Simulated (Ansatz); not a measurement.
The system is Ga.

```
Ga
1.0
     1.38300   -4.02650    0.00000
     1.38300    4.02650    0.00000
    -0.11745    0.00000    3.32993
Ga
2
Cartesian
  1.2949 2.9716 2.4974
  1.3536 -2.9716 0.8325
```

This isn't the form of Ga at room conditions, which is orthorhombic.

* Program: Ansatz 0.2.0
* Task: single point
* Functional: PBE
* Potentials or basis: Ansatz PAW
* Cutoff: 420 eV (not typed: the program's choice for these potentials)
* k mesh: 10 × 10 × 8
* Occupations: fermi-dirac, width 0.05 eV
* Spin: no spin polarisation

On this cell: pressure 1.6 GPa; largest force 0.202 eV/Å; band gap on the k mesh none (metal or under the smearing width).

The same run follows on a disturbed copy (atoms moved at random, drawn with an rms of 0.05 Å):

```
Ga
1.0
     1.38300   -4.02650    0.00000
     1.38300    4.02650    0.00000
    -0.11745    0.00000    3.32993
Ga
2
Direct
  0.11699 0.85684 0.74834
  0.86667 0.13242 0.23663
```

Question: What changes?

Answer: The energy (extrapolated to zero smearing) moves by +0.1 meV/atom; pressure 1.7 GPa; largest force 0.183 eV/Å; band gap on the k mesh none (metal or under the smearing width).

Forces on the atoms (eV/Å):
```
Ga   0.004 -0.166 -0.076
Ga  -0.004  0.166  0.076
```

Stress tensor (GPa, compression positive):
```
2.44 0.00 0.44
0.00 1.87 0.13
0.44 0.13 0.65
```
